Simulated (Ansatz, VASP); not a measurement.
Two plane-wave programs on ZnO

```xyz
2
Lattice="0.0000 2.1863 2.1863 2.1863 0.0000 2.1863 2.1863 2.1863 0.0000" Properties=species:S:1:pos:R:3 pbc="T T T"
Zn    0.0000    0.0000    0.0000
O     2.1863    2.1863    2.1863
```

Alike in both runs: task single point; functional PBE; k mesh 12 × 12 × 12; occupations gaussian, width 0.02 eV; no spin polarisation.

|  | VASP | Ansatz |
| --- | --- | --- |
| version | VASP 6.6.1 | Ansatz 0.2.0 |
| potentials or method | VASP PAW PBE potentials, release 64 (Zn, O) | scalar-relativistic, plane waves, PAW |
| plane-wave cutoff (eV) | 520 | 420 |
| valence electrons in the cell | 18 | 18 |

|  | VASP | Ansatz | Ansatz less VASP |
| --- | --- | --- | --- |
| gap on the k mesh at the Fermi level (eV) | 0.60 | 0.62 | +0.028 |
| least direct gap on the mesh (eV) | 1.73 | 1.76 | +0.029 |
| pressure (GPa) | -3.8 | -4.5 | -0.79 |

The functional is the same, so the differences come from potentials, cutoffs and numerics.

A k mesh can miss the band edges. As with any semilocal functional, this PBE gap is likely too small.
